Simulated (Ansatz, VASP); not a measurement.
SiC: VASP beside Ansatz

```xyz
4
Lattice="3.0344 0.0000 0.0000 -1.5172 2.6279 0.0000 0.0000 0.0000 4.9790" Properties=species:S:1:pos:R:3 pbc="T T T"
Si    0.0000    1.7519    0.0230
Si    1.5172    0.8760    2.5125
C     0.0000    1.7519    1.8940
C     1.5172    0.8760    4.3835
```

Alike in both runs: functional r2SCAN; k mesh 8 × 8 × 6; no spin polarisation.

Ansatz relaxed the structure, and its values are those at the end. VASP's run is a single point on that final structure, the one shown.

|  | VASP | Ansatz |
| --- | --- | --- |
| version | VASP 6.6.1 | Ansatz 0.2.0 |
| potentials or method | VASP PAW PBE potentials, release 64 (Si, C) | PAW with Ansatz's default frozen-core files, scalar-relativistic |
| plane-wave cutoff (eV) | 520 | 500 |
| occupations | gaussian, width 0.01 eV | fixed |
| valence electrons in the cell | 16 | 16 |

|  | VASP | Ansatz | Ansatz less VASP |
| --- | --- | --- | --- |
| pressure (GPa) | 9.8 | 10.0 | +0.22 |

Caveats: the PAW data sets were made with another functional, which shifts forces and pressure a little (VASP). A k mesh can miss the band edges.
